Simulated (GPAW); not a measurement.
# HfO2 (P4_2/mnm) in GPAW: single point with PBE

Aim: the single point of HfO2 with PBE.

Program: GPAW 26.7.0. These are calculated values, not measurements. Logs are shortened: lines on timing, memory, paths and dates and some standing lists are left out, and cuts for length are marked. The log counts tension as positive stress, the text compression.

## 1. The structure

Symmetry: P4_2/mnm, No. 136, tetragonal system. Conventional cell: a = 4.814 Å, b = 4.814 Å, c = 3.205 Å, α = 90.00°, β = 90.00°, γ = 90.00°. Around Hf (site symmetry mmm) lie 6 O at 2.08 Å. Around O (site symmetry m2m) lie 3 Hf at 2.08 Å.

Measurements of this composition are mostly on another form, of space group No. 14.

## 2. Single point, PBE

The input, run.py:

```python
from ase.dft.bandgap import bandgap
from ase.io import read, write
from ase.units import GPa
from gpaw import GPAW, PW

atoms = read('POSCAR')

calc = GPAW(mode=PW(600),
            xc='PBE',
            kpts={'size': (5, 5, 7), 'gamma': True},
            occupations={'name': 'fermi-dirac', 'width': 0.05},
            nbands=43,
            maxiter=120,
            txt='gpaw.txt')
atoms.calc = calc
energy = atoms.get_potential_energy()
forces = atoms.get_forces()
stress = atoms.get_stress()
calc.write('gs.gpw')
write('result.traj', atoms)
print(f'Energy: {energy:.6f} eV')
print('Forces (eV/A):')
print(forces.round(4))
print('Stress (GPa):', (stress / GPa).round(3))
print('Fermi level:', round(calc.get_fermi_level(), 4), 'eV')
print(f'Gap: {bandgap(calc)[0]:.4f} eV, direct: {bandgap(calc, direct=True)[0]:.4f} eV')
```

The input, POSCAR:

```
HfO2
1.0
    4.8135329900      0.0000000000      0.0000000000
    0.0000000000      4.8135329900      0.0000000000
    0.0000000000      0.0000000000      3.2054154100
Hf O
2 4
Direct
    0.5000000000      0.5000000000      0.5000000000
    0.0000000000      0.0000000000      0.0000000000
    0.8050448800      0.1949551200      0.5000000000
    0.6949551200      0.6949551200      0.0000000000
    0.3050448800      0.3050448800      0.0000000000
    0.1949551200      0.8050448800      0.5000000000
```

Potentials or basis: GPAW PAW data sets (gpaw-data 1.2.1), pw.

The run is started by

```console
$ OMP_NUM_THREADS=1 python run.py
```

gpaw.txt:

```text
__  _  _
 | _ |_)|_||  |
 |__||  | ||/\| - 26.7.0

Input parameters:
  mode=PW(ecut=600.0),
  kpts=MonkhorstPack(size=(5, 5, 7), gamma=True),
  maxiter=120,
  nbands=43,
  occupations=Occupations(name='fermi-dirac', width=0.05),
  xc=XC(name='PBE')

Diagonalizing LCAO Hamiltonian
Converting LCAO to pw mode
    .-----------.
   /|           |
  / |           |
 *  | O         |
 |  .----HfO----.
 | /       O   /
 |/   O       /
 Hf----------*

Atoms  # Å, Bohr magnetons
|   | symbol |        x |        y |        z |    initial magnetic moments |
|---|--------|----------|----------|----------|-----------------------------|
| 0 |     Hf | 2.406766 | 2.406766 | 1.602708 | ( 0.0000,  0.0000,  0.0000) |
| 1 |     Hf | 0.000000 | 0.000000 | 0.000000 | ( 0.0000,  0.0000,  0.0000) |
| 2 |      O | 3.875110 | 0.938423 | 1.602708 | ( 0.0000,  0.0000,  0.0000) |
| 3 |      O | 3.345189 | 3.345189 | 0.000000 | ( 0.0000,  0.0000,  0.0000) |
| 4 |      O | 1.468344 | 1.468344 | 0.000000 | ( 0.0000,  0.0000,  0.0000) |
| 5 |      O | 0.938423 | 3.875110 | 1.602708 | ( 0.0000,  0.0000,  0.0000) |

Unit cell  # Å
| periodic |        x |        y |        z |  lengths |    angles |
|----------|----------|----------|----------|----------|-----------|
|      yes | 4.813533 | 0.000000 | 0.000000 | 4.813533 | 90.000000 |
|      yes | 0.000000 | 4.813533 | 0.000000 | 4.813533 | 90.000000 |
|      yes | 0.000000 | 0.000000 | 3.205415 | 3.205415 | 90.000000 |

Number of symmetries: 8
Symmetry operations  # r_c * U_cc + t_c -> r_c
|   | kind |            matrix            |
|---|------|------------------------------|
| 0 |  E   |  1, 0, 0,  0, 1, 0,  0, 0, 1 |
| 1 |  σ   |  1, 0, 0,  0, 1, 0,  0, 0,-1 |
| 2 |  σ   |  0, 1, 0,  1, 0, 0,  0, 0, 1 |
| 3 |  C2  |  0, 1, 0,  1, 0, 0,  0, 0,-1 |
| 4 |  σ   |  0,-1, 0, -1, 0, 0,  0, 0, 1 |
| 5 |  C2  |  0,-1, 0, -1, 0, 0,  0, 0,-1 |
| 6 |  C2  | -1, 0, 0,  0,-1, 0,  0, 0, 1 |
| 7 |  i   | -1, 0, 0,  0,-1, 0,  0, 0,-1 |

BZ-sampling:
  Number of BZ points: 175
  Number of IBZ points: 36

  Monkhorst-Pack size: [5, 5, 7]
  Monkhorst-Pack shift: [0, 0, 0]

K-points  # in reciprocal-cell coordinates
|     |                                coordinates |     weight |
|-----|--------------------------------------------|------------|
|   0 | (  0.00000000,   0.00000000,   0.00000000) | 0.00571429 |
|   1 | (  0.00000000,   0.00000000,   0.14285714) | 0.01142857 |
|   2 | (  0.00000000,   0.00000000,   0.28571429) | 0.01142857 |
|   3 | (  0.00000000,   0.00000000,   0.42857143) | 0.01142857 |
|   4 | (  0.20000000,  -0.20000000,   0.00000000) | 0.01142857 |
|   5 | (  0.20000000,  -0.20000000,   0.14285714) | 0.02285714 |
|   6 | (  0.20000000,  -0.20000000,   0.28571429) | 0.02285714 |
|   7 | (  0.20000000,  -0.20000000,   0.42857143) | 0.02285714 |
|   8 | (  0.20000000,   0.00000000,   0.00000000) | 0.02285714 |
|   9 | (  0.20000000,   0.00000000,   0.14285714) | 0.04571429 |
| ... |                                            |            |
|  35 | (  0.40000000,   0.40000000,   0.42857143) | 0.02285714 |

Plane wave coefficients: 2511
Cutoff: 600.0 eV

Spin-components: 1 (collinear spins)
Bands:           43
Projectors:      32
Spin-degeneracy: 2
Datatype:        complex128

Parallelization:
  kpt:    1
  domain: 1
  band:   1

Density:
  Valence electrons: 48.0
  Components: 1
  Grid points: [28 28 20]
  Charge: 0.0  # |e|

Potential:
  Grid points: [28 28 20]

species:
  Hf:
    name:    Hafnium
    Z:       72.0
    valence: 12
    core:    60
    charge:  0.0  # [|e|]
    compensation charges:
      type: gauss
      rc: 0.41  # [Å]
      lmax: 2
    cutoffs:
      filter: 2.36  # [Å]
      core: 4.02  # [Å]
    projectors
    | kind |    occ | energy [eV] | rcut [Å] |
    |------|--------|-------------|----------|
    |   5s |  2.000 |     -66.831 |    1.397 |
    |   6s |  2.000 |      -5.097 |    1.397 |
    |   5p |  6.000 |     -35.599 |    1.307 |
    |   6p |  0.000 |      -1.401 |    1.307 |
    |   5d |  2.000 |      -2.699 |    1.334 |
    |    d |        |      24.513 |    1.334 |

    Using partial waves for Hf as LCAO basis

  O:
    name:    Oxygen
    Z:       8.0
    valence: 6
    core:    2
    charge:  0.0  # [|e|]
    compensation charges:
      type: gauss
      rc: 0.21  # [Å]
      lmax: 2
    cutoffs:
      filter: 1.17  # [Å]
      core: 0.83  # [Å]
    projectors
    | kind |    occ | energy [eV] | rcut [Å] |
    |------|--------|-------------|----------|
    |   2s |  2.000 |     -23.961 |    0.688 |
    |   2p |  4.000 |      -9.029 |    0.598 |
    |    s |        |       3.251 |    0.688 |
    |    p |        |      18.182 |    0.598 |
    |    d |        |       0.000 |    0.619 |

    Using partial waves for O as LCAO basis

Reference energy: -827935.639755  # eV

eigensolver:
  PPCG
  Converge bands: occupied
  niter=2

density mixing:
  MSR1-Mixer
  Pratt-step length: 0.05
  Maximum mixing coefficient: 0.75
  Old densities: 10
  SVD Regularization: 0.005
  Good broyden scale: 1.0
  Trust region scale: 1.0
  Backstep threshold: 4.0
  History deletion threshold: 6.0
  Fourier metric: weight=20.0, sigma=0.015

occupation numbers:
  Fermi-Dirac:
    width: 0.0500  # eV

poisson solver:
  ecut: 4800.0  # eV

xc functional:
  name: PBE with 2 nearest neighbor stencil

convergence criteria:
- Maximum [total energy] change in last 3 cyles: 0.0005 eV / valence electron
- Maximum integral of absolute [dens]ity change: 0.0001 electrons / valence electron
- Maximum integral of absolute [eigenst]ate change: 4e-08 eV^2 / valence electron
maximum number of iterations: 120

SCF iterations
|iter     | |      energy | eigst |  dens |
|---------|-|-------------|-------|-------|
|iter:   1| |  -63.915241 | +0.08 |       |
|iter:   2| |  -61.726508 | -1.81 | -0.80 |
|iter:   3| |  -56.119036 | -0.86 | -0.85 |
|iter:   4| |  -56.119667 | -2.54 | -1.45 |
|iter:   5| |  -56.142099c| -2.86 | -1.70 |
|iter:   6| |  -56.141231c| -4.60 | -2.74 |
|iter:   7| |  -56.141311c| -5.82 | -3.23 |
|iter:   8| |  -56.141319c| -6.95 | -3.75 |
|iter:   9| |  -56.141319c| -8.17c| -4.65c|

Converged in 9 steps
Energy contributions relative to reference atoms: (reference = -827935.639755)

Energy contributions:
  Kinetic:          68.871040
  Coulomb:         -75.550198
  Zero:              0.361610
  External:          0.000000
  Xc:              -49.823771
  Entropy:          -0.000000
  Spinorbit:         0.000000
  ----------------------------
  Free energy:     -56.141319
  Extrapolated:    -56.141319

dipole moment: (-17.509956, -17.509956, -29.633342)  # |e|*Ang

Fermi level: 7.025
Eigenvalues  # (at kpt = [0.000, 0.000, 0.000])
| band index |      eig [eV] | occ [0-2] |
|------------|---------------|-----------|
|          0 |       -54.262 |     2.000 |
|        ... |               |           |
|         16 |         2.493 |     2.000 |
|         17 |         4.204 |     2.000 |
|         18 |         4.204 |     2.000 |
|         19 |         4.425 |     2.000 |
|         20 |         5.325 |     2.000 |
|         21 |         5.583 |     2.000 |
|         22 |         5.583 |     2.000 |
|         23 |         6.045 |     2.000 |
|         24 |        10.047 |     0.000 |
|         25 |        10.214 |     0.000 |
|         26 |        11.293 |     0.000 |
|         27 |        11.653 |     0.000 |
|         28 |        11.653 |     0.000 |
|         29 |        12.433 |     0.000 |
|         30 |        13.983 |     0.000 |
|         31 |        14.464 |     0.000 |
|        ... |               |           |
|         42 |        25.162 |     0.000 |

Gap: 4.002 eV
Transition (v -> c):
  (s=0, k=0, n=23, [0.00, 0.00, 0.00]) -> (s=0, k=0, n=24, [0.00, 0.00, 0.00])
No difference between direct/indirect transitions

Forces  # eV/Ang
|        x |        y |       z |
|----------|----------|---------|
|  0.00000 |  0.00000 | 0.00000 |  # Hf   0
|  0.00000 | -0.00000 | 0.00000 |  # Hf   1
| -0.06733 |  0.06733 | 0.00000 |  # O    2
|  0.06723 |  0.06723 | 0.00000 |  # O    3
| -0.06723 | -0.06723 | 0.00000 |  # O    4
|  0.06733 | -0.06733 | 0.00000 |  # O    5

Stress tensor  # eV/Ang^3
|         x |         y |         z |
|-----------|-----------|-----------|
| -0.025358 |  0.000002 |  0.000000 |
|  0.000002 | -0.025358 |  0.000000 |
|  0.000000 |  0.000000 | -0.034539 |

# Writing to gs.gpw (mode='')
```

Run time: 73 s. Hardware: 1 thread of Arm Neoverse V1, shared host; peak memory 0.24 GiB.

What came out:

* Free energy: -56.1413 eV
* Pressure: 4.6 GPa
* Largest force: 0.095 eV/Å
* Band gap on the k mesh: 4.00 eV, direct

Forces in eV/Å, atoms in the order of the input:
```
Hf   0.000  0.000  0.000
Hf   0.000  0.000  0.000
O   -0.067  0.067  0.000
O    0.067  0.067  0.000
O   -0.067 -0.067  0.000
O    0.067 -0.067  0.000
```

Stress tensor (GPa, compression positive):
```
4.06 0.00 0.00
0.00 4.06 0.00
0.00 0.00 5.53
```

Caveat: the cutoff is short for stress and forces, so pressures can be off by a GPa or more; spin-orbit coupling is left out, which moves the levels of the heavy elements; an odd mesh through Γ misses points on the zone boundary, where band edges often lie.
